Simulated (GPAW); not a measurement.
# Ge (P6_3/mmc) in GPAW: notebook

Aim: see how the results for Ge move with the level of theory and the settings. Levels: LDA, PBEsol. Tasks: single point.

Program: GPAW 26.7.0. These are calculated values, not measurements. Logs are shortened: lines on timing, memory, paths and dates and some standing lists are left out, and cuts for length are marked. The log counts tension as positive stress, the text compression.

## (1) Starting point

Symmetry: P6_3/mmc, No. 194, hexagonal system. Conventional cell: a = 3.998 Å, b = 3.998 Å, c = 6.599 Å, α = 90.00°, β = 90.00°, γ = 120.00°. Around Ge (site symmetry 3m) lie 4 Ge at 2.45 to 2.47 Å.

This isn't the form of Ge at room conditions, which is diamond.

## (2) Single point, LDA

Input file run.py:

```python
from ase import Atoms
from ase.dft.bandgap import bandgap
from ase.io import write
from ase.units import GPa
from gpaw import GPAW, PW

atoms = Atoms(['Ge', 'Ge', 'Ge', 'Ge'],
              cell=[[3.9975858431, 0.0, 0.0],
                    [-1.9987929216, 3.462010894, 0.0],
                    [0.0, 0.0, 6.59937795]],
              scaled_positions=[[0.3333333333, 0.6666666667, 0.93709875],
                                [0.6666666667, 0.3333333333, 0.43709875],
                                [0.3333333333, 0.6666666667, 0.56290125],
                                [0.6666666667, 0.3333333333, 0.06290125]],
              pbc=True)

calc = GPAW(mode=PW(450),
            xc='LDA',
            kpts={'size': (6, 6, 4), 'gamma': True},
            occupations={'name': 'fermi-dirac', 'width': 0.05},
            nbands=18,
            maxiter=120,
            txt='gpaw.txt')
atoms.calc = calc
energy = atoms.get_potential_energy()
forces = atoms.get_forces()
stress = atoms.get_stress()
calc.write('gs.gpw')
write('result.traj', atoms)
print(f'Energy: {energy:.6f} eV')
print('Forces (eV/A):')
print(forces.round(4))
print('Stress (GPa):', (stress / GPa).round(3))
print('Fermi level:', round(calc.get_fermi_level(), 4), 'eV')
print(f'Gap: {bandgap(calc)[0]:.4f} eV, direct: {bandgap(calc, direct=True)[0]:.4f} eV')
```

Potentials or basis: the program's PAW data sets (release 1.2.1) made for this functional, pw.

On the command line:

```bash
$ OMP_NUM_THREADS=1 python run.py
```

gpaw.txt:

```text
__  _  _
 | _ |_)|_||  |
 |__||  | ||/\| - 26.7.0

Input parameters:
  mode=PW(ecut=450.00000000000006),
  kpts=MonkhorstPack(size=(6, 6, 4), gamma=True),
  maxiter=120,
  nbands=18,
  occupations=Occupations(name='fermi-dirac', width=0.05),
  xc=XC(name='LDA')

Diagonalizing LCAO Hamiltonian
Converting LCAO to pw mode

        Ge

        Ge
            Ge

            Ge

Atoms  # Å, Bohr magnetons
|   | symbol |         x |        y |        z |    initial magnetic moments |
|---|--------|-----------|----------|----------|-----------------------------|
| 0 |     Ge | -0.000000 | 2.308007 | 6.184269 | ( 0.0000,  0.0000,  0.0000) |
| 1 |     Ge |  1.998793 | 1.154004 | 2.884580 | ( 0.0000,  0.0000,  0.0000) |
| 2 |     Ge | -0.000000 | 2.308007 | 3.714798 | ( 0.0000,  0.0000,  0.0000) |
| 3 |     Ge |  1.998793 | 1.154004 | 0.415109 | ( 0.0000,  0.0000,  0.0000) |

Unit cell  # Å
| periodic |         x |        y |        z |  lengths |     angles |
|----------|-----------|----------|----------|----------|------------|
|      yes |  3.997586 | 0.000000 | 0.000000 | 3.997586 |  90.000000 |
|      yes | -1.998793 | 3.462011 | 0.000000 | 3.997586 |  90.000000 |
|      yes |  0.000000 | 0.000000 | 6.599378 | 6.599378 | 120.000000 |

Number of symmetries: 12
Symmetry operations  # r_c * U_cc + t_c -> r_c
|    | kind |            matrix            |
|----|------|------------------------------|
|  0 |  σ   |  1, 1, 0,  0,-1, 0,  0, 0, 1 |
|  1 |  S6  |  1, 1, 0, -1, 0, 0,  0, 0,-1 |
|  2 |  E   |  1, 0, 0,  0, 1, 0,  0, 0, 1 |
|  3 |  C2  |  1, 0, 0, -1,-1, 0,  0, 0,-1 |
|  4 |  C2  |  0, 1, 0,  1, 0, 0,  0, 0,-1 |
|  5 |  C3  |  0, 1, 0, -1,-1, 0,  0, 0, 1 |
|  6 |  S6  |  0,-1, 0,  1, 1, 0,  0, 0,-1 |
|  7 |  σ   |  0,-1, 0, -1, 0, 0,  0, 0, 1 |
|  8 |  σ   | -1, 0, 0,  1, 1, 0,  0, 0, 1 |
|  9 |  i   | -1, 0, 0,  0,-1, 0,  0, 0,-1 |
| 10 |  C3  | -1,-1, 0,  1, 0, 0,  0, 0, 1 |
| 11 |  C2  | -1,-1, 0,  0, 1, 0,  0, 0,-1 |

BZ-sampling:
  Number of BZ points: 144
  Number of IBZ points: 24

  Monkhorst-Pack size: [6, 6, 4]
  Monkhorst-Pack shift: [0.08333333333333333, 0.08333333333333333, 0.125]

K-points  # in reciprocal-cell coordinates
|     |                                coordinates |     weight |
|-----|--------------------------------------------|------------|
|   0 | (  0.00000000,   0.00000000,   0.00000000) | 0.00694444 |
|   1 | (  0.00000000,   0.00000000,   0.25000000) | 0.01388889 |
|   2 | (  0.00000000,   0.00000000,   0.50000000) | 0.00694444 |
|   3 | (  0.16666667,   0.00000000,  -0.25000000) | 0.04166667 |
|   4 | (  0.16666667,   0.00000000,   0.00000000) | 0.04166667 |
|   5 | (  0.16666667,   0.00000000,   0.25000000) | 0.04166667 |
|   6 | (  0.16666667,   0.00000000,   0.50000000) | 0.04166667 |
|   7 | (  0.33333333,  -0.16666667,   0.00000000) | 0.04166667 |
|   8 | (  0.33333333,  -0.16666667,   0.25000000) | 0.08333333 |
|   9 | (  0.33333333,  -0.16666667,   0.50000000) | 0.04166667 |
| ... |                                            |            |
|  23 | (  0.50000000,   0.50000000,   0.50000000) | 0.02083333 |

Plane wave coefficients: 2004
Cutoff: 450.00000000000006 eV

Spin-components: 1 (collinear spins)
Bands:           18
Projectors:      20
Spin-degeneracy: 2
Datatype:        complex128

Parallelization:
  kpt:    1
  domain: 1
  band:   1

Density:
  Valence electrons: 16.0
  Components: 1
  Grid points: [20 20 35]
  Charge: 0.0  # |e|

Potential:
  Grid points: [20 20 35]

species:
  Ge:
    name:    Germanium
    Z:       32.0
    valence: 4
    core:    28
    charge:  0.0  # [|e|]
    compensation charges:
      type: gauss
      rc: 0.32  # [Å]
      lmax: 2
    cutoffs:
      filter: 1.77  # [Å]
      core: 3.42  # [Å]
    projectors
    | kind |    occ | energy [eV] | rcut [Å] |
    |------|--------|-------------|----------|
    |   4s |  2.000 |     -11.940 |    1.005 |
    |   4p |  2.000 |      -4.047 |    1.005 |
    |    s |        |      15.272 |    1.005 |
    |    p |        |      23.164 |    1.005 |
    |    d |        |       0.000 |    1.005 |

    Using partial waves for Ge as LCAO basis

Reference energy: -228071.270857  # eV

eigensolver:
  PPCG
  Converge bands: occupied
  niter=2

density mixing:
  MSR1-Mixer
  Pratt-step length: 0.05
  Maximum mixing coefficient: 0.75
  Old densities: 10
  SVD Regularization: 0.005
  Good broyden scale: 1.0
  Trust region scale: 1.0
  Backstep threshold: 4.0
  History deletion threshold: 6.0
  Fourier metric: weight=20.0, sigma=0.015

occupation numbers:
  Fermi-Dirac:
    width: 0.0500  # eV

poisson solver:
  ecut: 3600.0000000000005  # eV

xc functional:
  name: None

convergence criteria:
- Maximum [total energy] change in last 3 cyles: 0.0005 eV / valence electron
- Maximum integral of absolute [dens]ity change: 0.0001 electrons / valence electron
- Maximum integral of absolute [eigenst]ate change: 4e-08 eV^2 / valence electron
maximum number of iterations: 120

SCF iterations
|iter     | |      energy | eigst |  dens |
|---------|-|-------------|-------|-------|
|iter:   1| |  -20.864580 | -0.45 |       |
|iter:   2| |  -20.843429 | -2.70 | -0.91 |
|iter:   3| |  -20.664701 | -2.46 | -0.93 |
|iter:   4| |  -20.658465 | -3.51 | -1.57 |
|iter:   5| |  -20.658396c| -5.08 | -2.43 |
|iter:   6| |  -20.658399c| -6.35 | -3.26 |
|iter:   7| |  -20.658400c| -7.60c| -3.72 |
|iter:   8| |  -20.658400c| -8.14c| -4.90c|

Converged in 8 steps
Energy contributions relative to reference atoms: (reference = -228071.270857)

Energy contributions:
  Kinetic:          49.758890
  Coulomb:         -44.876603
  Zero:              0.011719
  External:          0.000000
  Xc:              -25.551437
  Entropy:          -0.001938
  Spinorbit:         0.000000
  ----------------------------
  Free energy:     -20.659369
  Extrapolated:    -20.658400

dipole moment: (0.000251, 0.000435, 0.000829)  # |e|*Ang

Fermi level: 5.571
Eigenvalues  # (at kpt = [0.000, 0.000, 0.000])
| band index |      eig [eV] | occ [0-2] |
|------------|---------------|-----------|
|          0 |        -7.170 |     2.000 |
|          1 |        -5.155 |     2.000 |
|          2 |        -2.013 |     2.000 |
|          3 |         4.157 |     2.000 |
|          4 |         4.157 |     2.000 |
|          5 |         5.442 |     1.858 |
|          6 |         5.469 |     1.768 |
|          7 |         5.473 |     1.751 |
|          8 |         5.752 |     0.052 |
|          9 |         5.752 |     0.052 |
|         10 |         7.881 |     0.000 |
|         11 |         7.881 |     0.000 |
|         12 |         8.361 |     0.000 |
|         13 |        10.177 |     0.000 |
|         14 |        10.177 |     0.000 |
|         15 |        11.569 |     0.000 |
|        ... |               |           |
|         17 |        12.998 |     0.000 |

Gap: 0.171 eV
Transition (v -> c):
  (s=0, k=0, n=7, [0.00, 0.00, 0.00]) -> (s=0, k=1, n=8, [0.00, 0.00, 0.25])
Direct/indirect transitions are different
Direct gap: 0.251 eV
Transition at: (s=0, k=1, n=7, [0.00, 0.00, 0.25])

Forces  # eV/Ang
|        x |        y |        z |
|----------|----------|----------|
|  0.00000 | -0.00000 |  0.00224 |  # Ge   0
| -0.00000 |  0.00000 |  0.00224 |  # Ge   1
|  0.00000 | -0.00000 | -0.00224 |  # Ge   2
| -0.00000 |  0.00000 | -0.00224 |  # Ge   3

Stress tensor  # eV/Ang^3
|        x |        y |        z |
|----------|----------|----------|
| 0.008331 | 0.000000 | 0.000000 |
| 0.000000 | 0.008331 | 0.000000 |
| 0.000000 | 0.000000 | 0.012412 |

# Writing to gs.gpw (mode='')
```

Run time: 12 s. Hardware: 1 thread of Arm Neoverse V1, shared host; peak memory 0.16 GiB.

Results:

| Property | Result |
| --- | --- |
| Free energy | -20.6594 eV |
| Pressure | -1.6 GPa |
| Band gap on the k mesh | 0.17 eV, indirect (least direct gap 0.25 eV) |

Forces in eV/Å, atoms in the order of the input:
```
Ge   0.000  0.000  0.002
Ge   0.000  0.000  0.002
Ge   0.000  0.000 -0.002
Ge   0.000  0.000 -0.002
```

Caveat: the cutoff is short for stress and forces, so pressures can be off by a GPa or more. A k mesh can miss the band edges.

## (3) Single point, PBEsol

run.py: that of step 2 with these lines changed.

```diff
@@ -4,3 +4,5 @@
 from ase.units import GPa
-from gpaw import GPAW, PW
+from gpaw import GPAW, PW, setup_paths
+
+setup_paths.insert(0, '.')
 
@@ -17,3 +19,3 @@
 calc = GPAW(mode=PW(450),
-            xc='LDA',
+            xc='PBEsol',
             kpts={'size': (6, 6, 4), 'gamma': True},
```

Potentials or basis: PAW data sets generated in the run's folder for this functional, pw.

On the command line:

```bash
$ gpaw-setup -f PBEsol Ge
$ OMP_NUM_THREADS=1 python run.py
```

gpaw.txt:

```text
__  _  _
 | _ |_)|_||  |
 |__||  | ||/\| - 26.7.0

Input parameters:
  mode=PW(ecut=450.00000000000006),
  kpts=MonkhorstPack(size=(6, 6, 4), gamma=True),
  maxiter=120,
  nbands=18,
  occupations=Occupations(name='fermi-dirac', width=0.05),
  xc=XC(name='PBEsol')

Diagonalizing LCAO Hamiltonian
Converting LCAO to pw mode

        Ge

        Ge
            Ge

            Ge

Atoms  # Å, Bohr magnetons
|   | symbol |         x |        y |        z |    initial magnetic moments |
|---|--------|-----------|----------|----------|-----------------------------|
| 0 |     Ge | -0.000000 | 2.308007 | 6.184269 | ( 0.0000,  0.0000,  0.0000) |
| 1 |     Ge |  1.998793 | 1.154004 | 2.884580 | ( 0.0000,  0.0000,  0.0000) |
| 2 |     Ge | -0.000000 | 2.308007 | 3.714798 | ( 0.0000,  0.0000,  0.0000) |
| 3 |     Ge |  1.998793 | 1.154004 | 0.415109 | ( 0.0000,  0.0000,  0.0000) |

Unit cell  # Å
| periodic |         x |        y |        z |  lengths |     angles |
[... 149 lines left out ...]
  Entropy:          -0.002075
  Spinorbit:         0.000000
  ----------------------------
  Free energy:     -19.595391
  Extrapolated:    -19.594354

dipole moment: (0.000249, 0.000431, 0.000822)  # |e|*Ang

Fermi level: 5.820
Eigenvalues  # (at kpt = [0.000, 0.000, 0.000])
| band index |      eig [eV] | occ [0-2] |
|------------|---------------|-----------|
|          0 |        -6.970 |     2.000 |
|          1 |        -4.941 |     2.000 |
|          2 |        -1.818 |     2.000 |
|          3 |         4.326 |     2.000 |
|          4 |         4.326 |     2.000 |
|          5 |         5.650 |     1.935 |
[... 8 lines left out ...]
|         14 |        10.350 |     0.000 |
|         15 |        11.780 |     0.000 |
|        ... |               |           |
|         17 |        13.092 |     0.000 |

Gap: 0.068 eV
Transition (v -> c):
  (s=0, k=0, n=7, [0.00, 0.00, 0.00]) -> (s=0, k=1, n=8, [0.00, 0.00, 0.25])
Direct/indirect transitions are different
Direct gap: 0.114 eV
Transition at: (s=0, k=0, n=7, [0.00, 0.00, 0.00])

Forces  # eV/Ang
|        x |        y |        z |
|----------|----------|----------|
|  0.00000 | -0.00000 | -0.00462 |  # Ge   0
| -0.00000 |  0.00000 | -0.00463 |  # Ge   1
|  0.00000 | -0.00000 |  0.00463 |  # Ge   2
| -0.00000 |  0.00000 |  0.00462 |  # Ge   3

Stress tensor  # eV/Ang^3
|         x |         y |         z |
|-----------|-----------|-----------|
| -0.003519 | -0.000000 |  0.000000 |
| -0.000000 | -0.003519 | -0.000000 |
|  0.000000 | -0.000000 |  0.001115 |

# Writing to gs.gpw (mode='')
```

It took 15 s on 1 thread of Arm Neoverse V1, shared host; peak memory 0.16 GiB.

What came out:

| Property | Result |
| --- | --- |
| Free energy | -19.5954 eV |
| Pressure | 0.3 GPa |
| Largest force | 0.005 eV/Å |
| Band gap on the k mesh | 0.07 eV, indirect (least direct gap 0.11 eV) |

Forces in eV/Å, atoms in the order of the input:
```
Ge   0.000  0.000 -0.005
Ge   0.000  0.000 -0.005
Ge   0.000  0.000  0.005
Ge   0.000  0.000  0.005
```

Caveat: the cutoff is short for stress and forces, so pressures can be off by a GPa or more.
